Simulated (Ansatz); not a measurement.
# How far is PAW off for Sb?

```
CELL_PARAMETERS angstrom
3.39131 0.00000 0.00000
-1.69566 2.93696 0.00000
0.00000 0.00000 5.36530
ATOMIC_POSITIONS crystal
Sb 0.33333 0.66667 0.25000
Sb 0.66667 0.33333 0.75000
```

Atoms are numbered in the order listed.

The conventional cell has a = 3.391 Å, b = 3.391 Å, c = 5.365 Å, α = 90.00°, β = 90.00°, γ = 120.00°. Around Sb (atom 1) lie 12 Sb at 3.32 to 3.39 Å.

The cell is COD entry 1539203, as deposited and not checked against the literature; nothing was relaxed. The listed cell was then made from it by scaling, straining or moving an atom.

No spin–orbit coupling, which matters for the heavy atoms here.

Methods: DFT, PBE, PAW with Ansatz's default frozen-core files, scalar-relativistic (Ansatz 0.2.0); DFT, PBE, all-electron PAW with datasets made for the crystal, scalar-relativistic (Ansatz 0.2.0); DFT, PBE, all-electron LAPW, scalar-relativistic (Ansatz 0.2.0).

For PAW: a Γ-centred 12×12×7 k mesh, Fermi–Dirac smearing of 0.05 eV, cutoff 420 eV, no spin polarisation. The crystal-made all-electron datasets (AE datasets) take a cutoff of 160 eV at this cell. LAPW targets a basis error of 0.5 meV/atom. The Ansatz runs share mesh, smearing and spin set-up. Plane-wave (PAW) pressures include the program's estimate of the Pulay term.

Stress and pressure are positive in compression.

The change that made this cell: volume scaled by 1.02.

No spin–orbit coupling: at heavy atoms the gradients can be off by tens of per cent for that reason.

In a metal, gradients converge slowly with the k mesh: the values move by tens of per cent from one mesh to another, at times in sign, so only the comparison on one mesh counts.

```
                             quantity   PAW  AE datasets  LAPW
                       pressure (GPa)  1.63         1.63  1.63
                      stress xx (GPa)  1.99         2.00  2.00
                      stress zz (GPa)  0.90         0.91  0.91
field gradient Vzz at Sb1 (10²¹ V/m²)  2.36         2.33     –
```

PAW's pressure differs from the LAPW value by about 0.01 GPa or less. Datasets made for the crystal and LAPW share parts of one code, so their agreement isn't an independent check.
